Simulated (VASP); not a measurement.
# LiH (Fm-3m) in VASP: a series of runs, part 3 of 3

VASP 6.6.1. Earlier steps stand in the parts before.

## 6. Electric field gradients, B3LYP+D4 (volume scaled by 0.96)

File POSCAR:

```
LiH
1.0
    0.0000000000      2.0092229770      2.0092229770
    2.0092229770      0.0000000000      2.0092229770
    2.0092229770      2.0092229770      0.0000000000
Li H
1 1
Direct
    0.0000000000      0.0000000000      0.0000000000
    0.5000000000      0.5000000000      0.5000000000
```

File INCAR.step1:

```
SYSTEM = LiH
ALGO = Normal
EDIFF = 1E-5
ENCUT = 520
GGA = PE
ISIF = 2
ISMEAR = -5
LASPH = .True.
LCHARG = .False.
LREAL = .False.
LWAVE = .True.
NELM = 80
PREC = Accurate
SIGMA = 0.05
```

File INCAR.step2:

```
SYSTEM = LiH
AEXX = 0.2
AGGAC = 0.81
AGGAX = 0.72
ALDAC = 0.19
ALGO = Normal
EDIFF = 1E-8
ENCUT = 520
GGA = B3
ISIF = 2
ISMEAR = -5
ISTART = 1
IVDW = 13
LASPH = .True.
LCHARG = .False.
LEFG = .True.
LHFCALC = .True.
LREAL = .False.
LWAVE = .False.
NELM = 80
PREC = Accurate
PRECFOCK = Fast
SIGMA = 0.05
```

File KPOINTS:

```
k-points
0
Gamma
  6 6 6
  0 0 0
```

Potentials or basis: VASP PAW PBE potentials, release 54 (Li_sv, H).

On the command line:

```sh
$ cat potpaw_PBE.54/Li_sv/POTCAR potpaw_PBE.54/H/POTCAR > POTCAR
$ cp INCAR.step1 INCAR
$ mpirun -np 1 vasp_std > vasp.out
$ cp INCAR.step2 INCAR
$ mpirun -np 1 vasp_std > vasp.out
```

OUTCAR:

```text
SYSTEM = LiH
   AEXX = 0.2
   EDIFF = 1E-8
   ENCUT = 520
   GGA = B3
   ISIF = 2
   ISMEAR = -5
   ISTART = 1
   IVDW = 13
   LASPH = .True.
   LHFCALC = .True.
   LREAL = .False.
   NELM = 80
   PREC = Accurate
   PRECFOCK = Fast

 ion  position               nearest neighbor table
   1  0.000  0.000  0.000-
   2  0.500  0.500  0.500-

  LATTYP: Found a face centered cubic cell.
 ALAT       =     4.0184459540

  Lattice vectors:

 A1 = (   0.0000000000,   2.0092229770,   2.0092229770)
 A2 = (   2.0092229770,   0.0000000000,   2.0092229770)
 A3 = (   2.0092229770,   2.0092229770,   0.0000000000)

Analysis of symmetry for initial positions (statically):
=====================================================================
 Subroutine PRICEL returns:
 Original cell was already a primitive cell.

 Routine SETGRP: Setting up the symmetry group for a
 face centered cubic supercell.

 Subroutine GETGRP returns: Found 48 space group operations
 (whereof 48 operations were pure point group operations)
 out of a pool of 48 trial point group operations.

The static configuration has the point symmetry O_h .

Analysis of symmetry for dynamics (positions and initial velocities):
=====================================================================
 Subroutine PRICEL returns:
 Original cell was already a primitive cell.

 Routine SETGRP: Setting up the symmetry group for a
 face centered cubic supercell.

 Subroutine GETGRP returns: Found 48 space group operations
[... 163 lines left out ...]
      1     -47.9748      2.00000
      2      -6.5424      2.00000
      3      17.4942      0.00000
      4      18.8897      0.00000
      5      18.8897      0.00000
      6      18.8898      0.00000
[... 127 lines left out ...]
 k-point    16 :      -0.3333    0.5000    0.1667
  band No.  band energies     occupation
      1     -47.9152      2.00000
      2      -0.9997      2.00000
      3       5.0386      0.00000
      4       8.1343      0.00000
      5      12.6508      0.00000
      6      18.6893      0.00000

------------------------ aborting loop because EDIFF is reached ----------------------------------------

  DFT-D4 for vdW energy calculation

  Edisp (eV):   -0.20722

  FORCE on cell =-STRESS in cart. coord.  units (eV):
  Direction    XX          YY          ZZ          XY          YZ          ZX
  --------------------------------------------------------------------------------------
  -------------------------------------------------------------------------------------
  Total      -0.24125    -0.24125    -0.24125     0.00000     0.00000     0.00000
  in kB     -23.82625   -23.82625   -23.82625     0.00000     0.00000     0.00000
  external pressure =      -23.83 kB  Pullay stress =        0.00 kB

 VOLUME and BASIS-vectors are now :
 -----------------------------------------------------------------------------
  energy-cutoff  :      520.00
  volume of cell :       16.22
      direct lattice vectors                 reciprocal lattice vectors
     0.000000000  2.009222977  2.009222977    -0.248852420  0.248852420  0.248852420
     2.009222977  0.000000000  2.009222977     0.248852420 -0.248852420  0.248852420
     2.009222977  2.009222977  0.000000000     0.248852420  0.248852420 -0.248852420

 POSITION                                       TOTAL-FORCE (eV/Angst)
 -----------------------------------------------------------------------------------
      0.00000      0.00000      0.00000         0.000000     -0.000000      0.000000
      2.00922      2.00922      2.00922        -0.000000      0.000000     -0.000000
 -----------------------------------------------------------------------------------
    total drift:                                0.000000      0.000000      0.000000

  FREE ENERGIE OF THE ION-ELECTRON SYSTEM (eV)
  ---------------------------------------------------
  free  energy   TOTEN  =        -7.0950865154 eV

  energy  without entropy=       -7.0950865154  energy(sigma->0) =       -7.09508652

 Electric field gradients (V/A^2)
---------------------------------------------------------------------
 ion       V_xx      V_yy      V_zz      V_xy      V_xz      V_yz
---------------------------------------------------------------------
   1      -0.000     0.000    -0.000    -0.001    -0.001    -0.001
   2       0.000    -0.000     0.000     0.001     0.001     0.001
---------------------------------------------------------------------

 Electric field gradients after diagonalization (V/A^2)
 (convention: |V_zz| > |V_xx| > |V_yy|)
----------------------------------------------------------------------
 ion       V_xx      V_yy      V_zz     asymmetry (V_yy - V_xx)/ V_zz
----------------------------------------------------------------------
   1       0.001     0.001    -0.002       0.024
   2      -0.001    -0.001     0.001       0.004
----------------------------------------------------------------------

           NMR quadrupolar parameters

 Cq : quadrupolar parameter    Cq=e*Q*V_zz/h
 eta: asymmetry parameters     (V_yy - V_xx)/ V_zz
 Q  : nuclear electric quadrupole moment in mb (millibarn)
----------------------------------------------------------------------
 ion       Cq(MHz)       eta       Q (mb)
----------------------------------------------------------------------
   1      -0.000       0.024       1.000
   2       0.000       0.004       1.000
----------------------------------------------------------------------
```

OUTCAR.step1:

```text
SYSTEM = LiH
   EDIFF = 1E-5
   ENCUT = 520
   GGA = PE
   ISIF = 2
   ISMEAR = -5
   LASPH = .True.
[... 358 lines left out ...]
      0.00000      0.00000      0.00000        -0.000000     -0.000000      0.000000
      2.00922      2.00922      2.00922         0.000000      0.000000      0.000000
 -----------------------------------------------------------------------------------
    total drift:                                0.000000     -0.000000     -0.000000

  FREE ENERGIE OF THE ION-ELECTRON SYSTEM (eV)
  ---------------------------------------------------
  free  energy   TOTEN  =        -6.1259233463 eV

  energy  without entropy=       -6.1259233463  energy(sigma->0) =       -6.12592335
```

OSZICAR.step1:

```text
N       E                     dE             d eps       ncg     rms          rms(c)
DAV:   1    -0.507071308730E+00   -0.50707E+00   -0.13419E+03   198   0.611E+02
DAV:   2    -0.627773870210E+01   -0.57707E+01   -0.57591E+01   282   0.675E+01
DAV:   3    -0.636775834572E+01   -0.90020E-01   -0.90020E-01   222   0.911E+00
DAV:   4    -0.636866329920E+01   -0.90495E-03   -0.90495E-03   270   0.902E-01
DAV:   5    -0.636866817837E+01   -0.48792E-05   -0.48792E-05   210   0.537E-02    0.287E+00
DAV:   6    -0.618544405957E+01    0.18322E+00   -0.15551E-01   216   0.179E+00    0.144E+00
DAV:   7    -0.612412033242E+01    0.61324E-01   -0.20593E-01   240   0.230E+00    0.223E-01
DAV:   8    -0.612597841941E+01   -0.18581E-02   -0.50075E-03   216   0.627E-01    0.434E-02
DAV:   9    -0.612592979419E+01    0.48625E-04   -0.21855E-04   276   0.912E-02    0.752E-03
DAV:  10    -0.612592334630E+01    0.64479E-05   -0.50718E-06   150   0.214E-02
   1 F= -.61259233E+01 E0= -.61259233E+01  d E =0.000000E+00
```

It took 43 s on 1 thread of Intel Xeon Platinum 8375C at 2.90GHz (Ice Lake), shared host; peak memory 0.13 GiB.

Results:

```yaml
Free_energy: -7.0951 eV
Band_gap_on_the_k_mesh: 4.80 eV, direct
Dispersion_energy_per_atom: -0.104 eV
```

Electric field gradients, principal values (V/Å²):
| atom | Vxx | Vyy | Vzz |
| --- | --- | --- | --- |
| 1 Li | 0.001 | 0.001 | -0.002 |
| 2 H | -0.001 | -0.001 | 0.001 |

Caveat: the k mesh is coarse (spacing up to 0.45 Å⁻¹), so the values aren't converged, least of all with exact exchange; the cutoff is under 1.25 times the usual one of these potentials, so pressure, stress and relaxed cells hold a basis-set (Pulay) error; the PAW data sets were made with another functional, which shifts forces and pressure a little.

## 7. The runs side by side

| task | level | potentials or basis | cell | k mesh | cutoff (eV) | smearing | ladder | grid for exact exchange (PRECFOCK) | exchange at q = 0 | share of exact exchange | cutoff of the response function | mesh quality | gap on the mesh (eV) |
| --- | --- | --- | --- | --- | --- | --- | --- | --- | --- | --- | --- | --- | --- |
| band structure | PBE0 | VASP PAW PBE potentials, release 64 (Li_sv, H) | as given | 8 × 8 × 8 | 520 | gaussian 0.02 eV | gaps | Fast | truncated | - | - | not flagged | 4.68 |
| band structure | r2SCAN-EpsX | VASP PAW PBE potentials, release 64 (Li_sv, H) | as given | 8 × 8 × 8 | 520 | gaussian 0.02 eV | gaps | Fast | truncated | 0.2319 | - | not flagged | 5.01 |
| density of states | r2SCAN-EpsX+rVV10 | VASP PAW PBE potentials, release 64 (Li_sv, H) | volume scaled by 1.25 | 6 × 6 × 6 | 520 | tetrahedron | - | Normal | default | 0.2505 | - | not flagged | 5.15 |
| RPA correlation energy | PBE | VASP PAW PBE potentials, release 64 (Li_GW, H_GW) | volume scaled by 0.96 | 5 × 5 × 5 | 350 | gaussian 0.05 eV | - | - | - | - | 250 | coarse | - |
| electric field gradients | B3LYP+D4 | VASP PAW PBE potentials, release 54 (Li_sv, H) | volume scaled by 0.96 | 6 × 6 × 6 | 520 | tetrahedron | - | Fast | default | - | - | coarse | 4.80 |

Alike in all rows: no spin polarisation.

Caveats: some runs use coarse meshes; the cutoff is under 1.25 times the usual one of these potentials, so pressure, stress and relaxed cells hold a basis-set (Pulay) error; the PAW data sets were made with another functional, which shifts forces and pressure a little (some runs); an odd mesh through Γ misses points on the zone boundary, where band edges often lie (some runs).

Total energies depend on the potentials used, so only differences within one code and one set of settings carry meaning.
